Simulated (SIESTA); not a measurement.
**Pt under changes of volume**

One of the cells (15.815 Å³/atom); the others are scaled copies at fixed shape and fractional positions:

```
CELL_PARAMETERS angstrom
2.76067 0.00000 0.00000
-1.38033 2.39081 0.00000
0.00000 0.00000 4.79213
ATOMIC_POSITIONS crystal
Pt 0.33333 0.66667 0.25000
Pt 0.66667 0.33333 0.75000
```

This isn't the form of Pt at room conditions, which is fcc.

| Quantity | Value |
| --- | --- |
| Program | SIESTA 5.4.2 |
| Functional | LDA |
| Potentials or basis | PseudoDojo 0.4 standard (LDA files) |
| Basis | DZP (energy shift 0.003 Ry; two zetas on semicore shells) |
| Grid cutoff | 800 Ry |
| Energy shift | 0.003 Ry |
| k mesh | 11 × 11 × 6 |
| Occupations | fermi-dirac, width 0.05 eV |
| Spin | no spin polarisation |

| volume (Å³/atom) | energy over the lowest point (meV/atom) | pressure (GPa) |
| --- | --- | --- |
| 14.866 | 0.16 | 3.5 |
| 15.182 | 0.00 | -2.9 |
| 15.498 | 11.76 | -8.6 |
| 15.815 | 34.05 | -13.6 |
| 16.131 | 65.51 | -17.9 |
| 16.447 | 104.80 | -21.5 |
| 16.763 | ? | ? |

Problem. What does the run at 16.763 Å³/atom give?

Solution. Energy over the lowest point 150.82 meV/atom; pressure -24.7 GPa.

Worked out: A Birch-Murnaghan fit of order 3 (a polynomial in V^(-2/3)) to the other rows has its minimum at 15.03 Å³/atom with B0 = V·E''(V) = 308 GPa and B' = 5.4 at fixed shape and positions, which overstates the stiffness. It gives 151.07 meV/atom at 16.763 Å³/atom, against the run's 150.82, and -dE/dV = -25.1 GPa, against -24.7.

Energies are extrapolated to zero smearing.

Caveats: short orbitals over semicore shells can move pressures by several GPa; the basis of atomic orbitals isn't converged, which shifts pressures, moduli and gaps.
